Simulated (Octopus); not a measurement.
Runs of Octopus 16.4 on HfO2. The structure is cubic, space group Fm-3m (No. 225). The conventional cell has a = 5.115 Å, b = 5.115 Å, c = 5.115 Å, α = 90.00°, β = 90.00°, γ = 90.00°. Hf (site symmetry m-3m) is surrounded by 8 O at 2.21 Å. O (site symmetry -43m) is surrounded by 4 Hf at 2.21 Å. Measurements of this composition are mostly on another form, of space group No. 14.

```tsv
task	level	potentials or basis	U	k mesh	smearing	eigensolver	convRelDens	extraStates	grid spacing	gap on the mesh (eV)
single point	PBE	pseudodojo_pbe (PseudoDojo 0.5, PBE)	-	9 × 9 × 9	fermi-dirac 0.05 eV	chebyshev_filter	3e-07	9	0.134 Å	3.87
density of states	SCAN	sg15 (PBE)	-	6 × 6 × 6	spline 0.05 eV	rmmdiis	1e-06	15	0.151 Å	(a)
single point	PBEsol	pseudodojo_pbesol (PseudoDojo 0.4, PBEsol)	-	9 × 9 × 9	fermi-dirac 0.05 eV	chebyshev_filter	3e-07	9	0.134 Å	3.75
single point	PBE+U	pseudodojo_lda (PseudoDojo 0.4, LDA)	Hf d U = 7 eV	6 × 6 × 6	fermi-dirac 0.1 eV	chebyshev_filter	1e-06	9	0.151 Å	4.86
```

Alike in all rows: no spin polarisation; cell as given.

Problem. Fill in the values left out.

Solution. (a) 3.95.

Caveats: spin-orbit coupling is left out, which moves the levels of the heavy elements; an odd mesh through Γ misses points on the zone boundary, where band edges often lie (some runs); the program's energy grid is too thin for its DOS broadening, so the DOS isn't listed (some runs); U acts on the potentials' truncated atomic orbitals, so values differ from other programs' at the same U, and they weren't checked against one (some runs).

A k mesh can miss the band edges, and the runs leave out spin-orbit coupling on Hf.

Not every run made on this cell is shown here.
